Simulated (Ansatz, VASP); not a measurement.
## BiCl: VASP beside Ansatz

Aim: how closely do two programs agree when they are given the same cell, functional and k mesh? The cell is generated by rule, not measured, and may not be a known phase. The cell is taken from a series of runs on this material, whose earlier steps may have relaxed, scaled, displaced or heated it; both programs get it as it stands.

Main program and level: Ansatz 0.2.0; plane waves, with VASP 6.6.1 beside it; zone-centre phonons at PBE with D3(BJ).

The structure was built from a prototype and need not be the compound's stable phase.

## 1. The starting structure

Symmetry: Cmcm, No. 63, orthorhombic system. Conventional cell: a = 5.439 Å, b = 10.981 Å, c = 4.321 Å, α = 90.00°, β = 90.00°, γ = 90.00°. Nearest to Bi lie 2 Cl at 2.76 Å and 2 Bi at 3.07 Å. Cl has 2 Bi at 2.76 Å nearest. Farther neighbours and most contacts between anions are not listed.

## 2. VASP: zone-centre phonons, PBE with D3(BJ)

Second derivatives magnify differences that forces hide, and they need a tight electronic threshold.

Lines of VASP's logs that name or quote its potential files are left out, and so is its time.

File INCAR:

```
SYSTEM = BiCl
PREC = Accurate
ENCUT = 500
EDIFF = 1E-08
NELM = 120
ISMEAR = 1
SIGMA = 0.2
LREAL = .FALSE.
ALGO = Normal
GGA = PE
IVDW = 12
NBANDS = 28
LORBIT = 11
LWAVE = .FALSE.
LCHARG = .FALSE.
ISIF = 2
IBRION = 6
NFREE = 2
POTIM = 0.015
NSW = 1
LASPH = .TRUE.
GGA_COMPAT = .FALSE.
KPAR = 2
```

File POSCAR:

```
BiCl
1.0
    5.4220896611      0.0000000000     -0.4264842086
    0.0000000000      4.3210494413      0.0000000000
   -2.2804752528      0.0000000000      5.6866615321
Bi Cl
2 2
Direct
    0.4006116221      0.2500000000      0.8012113972
    0.5993883779      0.7500000000      0.1987886028
    0.8585533801      0.2500000000      0.7171275849
    0.1414466199      0.7500000000      0.2828724151
```

File KPOINTS:

```
Automatic mesh
0
Gamma
8 12 8
0 0 0
```

The projector-augmented-wave data sets are Bi_d and Cl (PBE family, release 64).

Started as:

```bash
> mpirun -np 2 vasp_std
```

Numbers of over 12 decimals in the logs are rounded to 6 here.

The program printed:

```text
[banner, memory and clock lines left out]
running    2 mpi-ranks, on    1 nodes
 distrk:  each k-point on    1 cores,    2 groups
 distr:  one band on    1 cores,    1 groups

 POSCAR found type information on POSCAR BiCl
 POSCAR found :  2 types and       4 ions
 LDA part: xc-table for (Slater+PW92), standard interpolation
 POSCAR, INCAR and KPOINTS ok, starting setup
 FFT: planning ... GRIDC
 FFT: planning ... GRID_SOFT
 FFT: planning ... GRID
 WAVECAR not read
 entering main loop
       N       E                     dE             d eps       ncg     rms          rms(c)
DAV:   1     0.466376175832E+03    0.46638E+03   -0.21676E+04 13328   0.161E+03
DAV:   2     0.422036224311E+02   -0.42417E+03   -0.41318E+03 14416   0.426E+02
DAV:   3    -0.116629402956E+02   -0.53867E+02   -0.52676E+02 16456   0.165E+02
DAV:   4    -0.140237853545E+02   -0.23608E+01   -0.23502E+01 15200   0.383E+01
DAV:   5    -0.141218377766E+02   -0.98052E-01   -0.98036E-01 19032   0.769E+00    0.590E+00
DAV:   6    -0.136541276972E+02    0.46771E+00   -0.93446E-01 17636   0.542E+00    0.349E+00
DAV:   7    -0.136338990881E+02    0.20229E-01   -0.24446E-01 17600   0.257E+00    0.156E+00
DAV:   8    -0.136369488110E+02   -0.30497E-02   -0.32138E-02 14712   0.129E+00    0.165E-01
DAV:   9    -0.136369779915E+02   -0.29180E-04   -0.49579E-03 16044   0.475E-01    0.704E-02
DAV:  10    -0.136371879888E+02   -0.21000E-03   -0.66808E-04 16340   0.156E-01    0.607E-02
DAV:  11    -0.136372814136E+02   -0.93425E-04   -0.19735E-04 15816   0.947E-02    0.867E-03
DAV:  12    -0.136372828976E+02   -0.14840E-05   -0.13066E-05 16340   0.251E-02    0.693E-03
DAV:  13    -0.136372835872E+02   -0.68964E-06   -0.24085E-06 16748   0.959E-03    0.195E-03
DAV:  14    -0.136372837467E+02   -0.15954E-06   -0.19238E-07 16396   0.286E-03    0.456E-04
DAV:  15    -0.136372837703E+02   -0.23557E-07   -0.41396E-08 12372   0.125E-03    0.378E-04
DAV:  16    -0.136372837446E+02    0.25657E-07   -0.58516E-09  9472   0.562E-04    0.127E-04
DAV:  17    -0.136372837441E+02    0.58117E-09   -0.15500E-09  7996   0.313E-04
   1 F= -.14790103E+02 E0= -.14790910E+02  d E =0.242296E-02
[... from here on, the cycles between the ionic steps are left out ...]
   2 F= -.14789751E+02 E0= -.14790562E+02  d E =0.243346E-02
   3 F= -.14789787E+02 E0= -.14790593E+02  d E =0.241823E-02
   6 F= -.14789198E+02 E0= -.14790038E+02  d E =0.251913E-02
   7 F= -.14789569E+02 E0= -.14790343E+02  d E =0.232245E-02
   8 F= -.14789944E+02 E0= -.14790752E+02  d E =0.242684E-02
   9 F= -.14789934E+02 E0= -.14790745E+02  d E =0.243193E-02
  10 F= -.14790050E+02 E0= -.14790858E+02  d E =0.242456E-02
  11 F= -.14790050E+02 E0= -.14790858E+02  d E =0.242457E-02
  12 F= -.14789980E+02 E0= -.14790777E+02  d E =0.239052E-02
 Finite differences progress:
  Degree of freedom:   6/  6
  Displacement:        1/  2
  Total:              11/ 12
 bond charge predicted
       N       E                     dE             d eps       ncg     rms          rms(c)
DAV:   1    -0.136326170958E+02    0.44082E-02   -0.17585E+00 13952   0.427E+00    0.354E-01
DAV:   2    -0.136373225264E+02   -0.47054E-02   -0.50853E-02 15080   0.114E+00    0.153E-01
DAV:   3    -0.136373407864E+02   -0.18260E-04   -0.12418E-03 16248   0.238E-01    0.112E-01
DAV:   4    -0.136372507776E+02    0.90009E-04   -0.34001E-04 16252   0.917E-02    0.540E-02
DAV:   5    -0.136372622790E+02   -0.11501E-04   -0.99256E-05 16912   0.494E-02    0.200E-02
DAV:   6    -0.136372609497E+02    0.13294E-05   -0.27970E-06 16956   0.138E-02    0.106E-02
DAV:   7    -0.136372580339E+02    0.29158E-05   -0.13121E-05 15956   0.156E-02    0.224E-03
DAV:   8    -0.136372581881E+02   -0.15424E-06   -0.18459E-06 14652   0.696E-03    0.419E-03
DAV:   9    -0.136372581873E+02    0.80854E-09   -0.66480E-08 14244   0.158E-03
  13 F= -.14789941E+02 E0= -.14790759E+02  d E =0.245306E-02
 Finite differences progress:
  Degree of freedom:   6/  6
  Displacement:        2/  2
  Total:              12/ 12
```

OUTCAR, selected parts (step 2):

```text
ion  position               nearest neighbor table
   1  0.401  0.250  0.801-   3 2.76   3 2.76   2 3.07   2 3.07
   2  0.599  0.750  0.199-   4 2.76   4 2.76   1 3.07   1 3.07
   3  0.859  0.250  0.717-   1 2.76   1 2.76
   4  0.141  0.750  0.283-   2 2.76   2 2.76

  LATTYP: Found a base centered orthorhombic cell.
 ALAT       =     5.4388367390
 B/A-ratio  =     2.0189349558
 C/A-ratio  =     0.7944804466

 Subroutine GETGRP returns: Found  4 space group operations
 (whereof  2 operations were pure point group operations)

The static configuration has the point symmetry S_2 .
 The point group associated with its full space group is C_2h.

 Found    238 irreducible k-points:

   k-points           NKPTS =    238   k-points in BZ     NKDIM =    238   number of bands    NBANDS=     28

   dimension x,y,z NGX =    40 NGY =   32 NGZ =   48
   dimension x,y,z NGXF=    80 NGYF=   64 NGZF=   96

   ENCUT  =  500.0 eV  36.75 Ry    6.06 a.u.   9.92  7.88 11.17*2*pi/ulx,y,z

   NELECT =      44.0000    total number of electrons

 k-points in reciprocal lattice and weights: Automatic mesh
   0.00000000  0.00000000  0.00000000       0.001
   0.12500000  0.00000000 -0.00000000       0.003
   0.12500000  0.00000000 -0.12500000       0.003
   0.25000000  0.00000000 -0.00000000       0.003
   0.25000000  0.00000000 -0.25000000       0.003
   0.37500000  0.00000000 -0.00000000       0.003
   0.37500000  0.00000000 -0.37500000       0.003
   0.50000000  0.00000000 -0.00000000       0.001
   0.50000000  0.00000000  0.50000000       0.001
[...]
27       8.7767      0.00000
    ...

 k-point     3 :       0.1250    0.0000   -0.1250
  band No.  band energies     occupation
    ...
     18       0.3702      2.00000
     19       1.1925      2.00000
     20       1.2878      2.00000
     21       3.6348      2.04483
     22       3.7983      1.26393
     23       5.8286     -0.00000
     24       5.9807     -0.00000
     25       7.0290     -0.00000
     26       8.6691      0.00000
     27       8.7769      0.00000
    ...

 k-point     4 :       0.2500    0.0000   -0.0000
  band No.  band energies     occupation
    ...
     18       0.5173      2.00000
     19       1.1528      2.00000
     20       1.1683      2.00000
     21       3.2550      2.00037
     22       3.5537      2.06489
     23       5.4029     -0.00000
     24       5.9066     -0.00000
     25       6.8470     -0.00000
     26       7.6074     -0.00000
     27       8.7888      0.00000
    ...

 k-point     5 :       0.2500    0.0000   -0.2500
  band No.  band energies     occupation
    ...
     18       0.5173      2.00000
     19       1.1522      2.00000
     20       1.1682      2.00000
     21       3.2561      2.00038
     22       3.5541      2.06502
     23       5.4025     -0.00000
     24       5.9064     -0.00000
     25       6.8465     -0.00000
     26       7.6078     -0.00000
     27       8.7890      0.00000
    ...

 Edisp (eV)   -1.15268

  Total      -0.09998    -0.03689    -0.03241     0.00000     0.00000     0.00508
  in kB      -1.24148    -0.45803    -0.40248     0.00000     0.00000     0.06303
  external pressure =       -0.70 kB  Pullay stress =        0.00 kB

  energy-cutoff  :      500.00
  volume of cell :      129.03
      direct lattice vectors                 reciprocal lattice vectors
     5.422089661  0.000000000 -0.426484209     0.190437733  0.000000000  0.076369683
     0.000000000  4.321049441  0.000000000     0.000000000  0.231425262  0.000000000
    -2.280475253  0.000000000  5.686661532     0.014282314  0.000000000  0.181577619

 POSITION                                       TOTAL-FORCE (eV/Angst)
 -----------------------------------------------------------------------------------
      0.34501      1.08026      4.38536         0.000375      0.000000     -0.020105
      2.79661      3.24079      0.87481         0.000172      0.000000      0.005742
      3.01976      1.08026      3.69690         0.000101      0.000000      0.020307
      0.12185      3.24079      1.54827        -0.000649      0.000000     -0.005944
 -----------------------------------------------------------------------------------
    total drift:                               -0.000090      0.000000     -0.000042

  FREE ENERGIE OF THE ION-ELECTRON SYSTEM (eV)
  ---------------------------------------------------
  free  energy   TOTEN  =       -14.7899410626 eV

  energy  without entropy=      -14.7923941182  energy(sigma->0) =      -14.79075875

 Eigenvectors and eigenvalues of the dynamical matrix
 ----------------------------------------------------

   1 f  =    3.869550 THz    24.313100 2PiTHz  129.074295 cm-1    16.003166 meV
             X         Y         Z           dx          dy          dz
      0.345009  1.080262  4.385364    -0.397614   -0.000000    0.046684
      2.796605  3.240787  0.874814     0.397614    0.000000   -0.046684
      3.019762  1.080262  3.711902     0.580826   -0.000000   -0.048627
      0.121853  3.240787  1.548275    -0.580826   -0.000000    0.048627

   2 f  =    3.713241 THz    23.330979 2PiTHz  123.860375 cm-1    15.356722 meV
             X         Y         Z           dx          dy          dz
      0.345009  1.080262  4.385364    -0.062887    0.000000   -0.697854
      2.796605  3.240787  0.874814     0.062887   -0.000000    0.697854
      3.019762  1.080262  3.711902     0.020809   -0.000000    0.092804
      0.121853  3.240787  1.548275    -0.020809   -0.000000   -0.092804

   3 f  =    3.394184 THz    21.326290 2PiTHz  113.217806 cm-1    14.037213 meV
             X         Y         Z           dx          dy          dz
      0.345009  1.080262  4.385364    -0.267960    0.000000    0.024813
      2.796605  3.240787  0.874814    -0.267960   -0.000000    0.024813
      3.019762  1.080262  3.711902     0.651402    0.000000   -0.057075
      0.121853  3.240787  1.548275     0.651402    0.000000   -0.057075

   4 f  =    3.293660 THz    20.694679 2PiTHz  109.864688 cm-1    13.621479 meV
             X         Y         Z           dx          dy          dz
      0.345009  1.080262  4.385364    -0.006425    0.000000   -0.093976
      2.796605  3.240787  0.874814     0.006425   -0.000000    0.093976
      3.019762  1.080262  3.711902    -0.055334   -0.000000   -0.698617
      0.121853  3.240787  1.548275     0.055334    0.000000    0.698617

   5 f  =    3.238478 THz    20.347957 2PiTHz  108.023995 cm-1    13.393262 meV
             X         Y         Z           dx          dy          dz
      0.345009  1.080262  4.385364    -0.000000   -0.696809    0.000000
      2.796605  3.240787  0.874814     0.000000    0.696809   -0.000000
      3.019762  1.080262  3.711902     0.000000    0.120238   -0.000000
      0.121853  3.240787  1.548275     0.000000   -0.120238    0.000000

   6 f  =    2.749020 THz    17.272605 2PiTHz   91.697451 cm-1    11.369030 meV
             X         Y         Z           dx          dy          dz
      0.345009  1.080262  4.385364    -0.023118    0.000000   -0.267870
      2.796605  3.240787  0.874814    -0.023118   -0.000000   -0.267870
      3.019762  1.080262  3.711902     0.057772   -0.000000    0.651439
      0.121853  3.240787  1.548275     0.057772   -0.000000    0.651439

   7 f  =    2.106887 THz    13.237961 2PiTHz   70.278184 cm-1     8.713380 meV
             X         Y         Z           dx          dy          dz
      0.345009  1.080262  4.385364     0.000000    0.120238   -0.000000
      2.796605  3.240787  0.874814    -0.000000   -0.120238   -0.000000
      3.019762  1.080262  3.711902     0.000000    0.696809   -0.000000
      0.121853  3.240787  1.548275     0.000000   -0.696809   -0.000000

   8 f  =    1.510516 THz     9.490849 2PiTHz   50.385376 cm-1     6.246988 meV
             X         Y         Z           dx          dy          dz
      0.345009  1.080262  4.385364    -0.000000    0.273433   -0.000000
      2.796605  3.240787  0.874814     0.000000    0.273433   -0.000000
      3.019762  1.080262  3.711902    -0.000000   -0.652100   -0.000000
      0.121853  3.240787  1.548275     0.000000   -0.652100   -0.000000

   9 f  =    0.662325 THz     4.161508 2PiTHz   22.092768 cm-1     2.739153 meV
             X         Y         Z           dx          dy          dz
      0.345009  1.080262  4.385364     0.581297    0.000000   -0.044603
      2.796605  3.240787  0.874814    -0.581297    0.000000    0.044603
      3.019762  1.080262  3.711902     0.398932   -0.000000   -0.030943
      0.121853  3.240787  1.548275    -0.398932    0.000000    0.030943

  10 f/i=    0.001822 THz     0.011446 2PiTHz    0.060767 cm-1     0.007534 meV
             X         Y         Z           dx          dy          dz
      0.345009  1.080262  4.385364    -0.609759   -0.000000    0.235681
      2.796605  3.240787  0.874814    -0.609759   -0.000000    0.235681
      3.019762  1.080262  3.711902    -0.251260   -0.000000    0.097555
      0.121853  3.240787  1.548275    -0.251260   -0.000000    0.097555

  11 f/i=    0.006403 THz     0.040231 2PiTHz    0.213579 cm-1     0.026480 meV
             X         Y         Z           dx          dy          dz
      0.345009  1.080262  4.385364     0.236340    0.000000    0.609987
      2.796605  3.240787  0.874814     0.236340    0.000000    0.609987
      3.019762  1.080262  3.711902     0.095952    0.000000    0.250703
      0.121853  3.240787  1.548275     0.095952    0.000000    0.250703

  12 f/i=    0.009567 THz     0.060114 2PiTHz    0.319133 cm-1     0.039567 meV
             X         Y         Z           dx          dy          dz
      0.345009  1.080262  4.385364    -0.000000    0.652100   -0.000000
      2.796605  3.240787  0.874814    -0.000000    0.652100   -0.000000
      3.019762  1.080262  3.711902    -0.000000    0.273433   -0.000000
      0.121853  3.240787  1.548275    -0.000000    0.273433   -0.000000

 ELASTIC MODULI CONTR FROM IONIC RELAXATION (kBar)
 Direction    XX          YY          ZZ          XY          YZ          ZX
 --------------------------------------------------------------------------------
 XX        -106.5490     81.8635     87.3782      0.0000      0.0000      9.5027
 YY          81.8635   -121.7584   -153.5818      0.0000      0.0000    -19.8069
 ZZ          87.3782   -153.5818   -200.5601      0.0000      0.0000    -18.0769
 XY           0.0000      0.0000      0.0000     -1.4471    -18.2964      0.0000
 YZ           0.0000      0.0000      0.0000    -18.2964   -231.3494      0.0000
 ZX           9.5027    -19.8069    -18.0769      0.0000      0.0000    -37.1914
 --------------------------------------------------------------------------------

 total charge
# of ion       s       p       d       tot
------------------------------------------
    1        1.579   1.199   9.927  12.706
    2        1.579   1.199   9.927  12.706
    3        1.608   3.486   0.000   5.094
    4        1.608   3.486   0.000   5.094
--------------------------------------------------
tot          6.376   9.370  19.855  35.600

[... 1 further part left out ...]
```

CONTCAR:

```
BiCl
   1.00000000000000
     5.4220896611000002    0.0000000000000000   -0.4264842086000000
     0.0000000000000000    4.3210494412999996    0.0000000000000000
    -2.2804752528000001    0.0000000000000000    5.6866615320999996
  Bi              Cl
     2     2
Direct
     0.4006116221000013    0.2500000000000000    0.8012113971999995
     0.5993883778999987    0.7500000000000000    0.1987886028000005
     0.8574078348576208    0.2500000000000000    0.7144039206079209
     0.1414466199000017    0.7500000000000000    0.2828724151000017
```

The last energy, forces, stress and levels in OUTCAR belong to the last displaced cell, not to the cell of POSCAR.

Levels, forces or a CONTCAR printed for this step are those of its last displaced cell, not of the structure at rest.

[end of part 1 of 2]

[Lines on the potential files, build, host, timing and source positions are cut from VASP's logs without a mark.]

[Logs are printed without paths, hosts, clocks, repeated set-up lines and the standing remarks that a program may print on its own settings, such as how far it seeks lower states.]

[Hosts, paths, dates, database ids (printed as entryN), source tags and the programs' standing remarks are cut or masked in the printed files.]
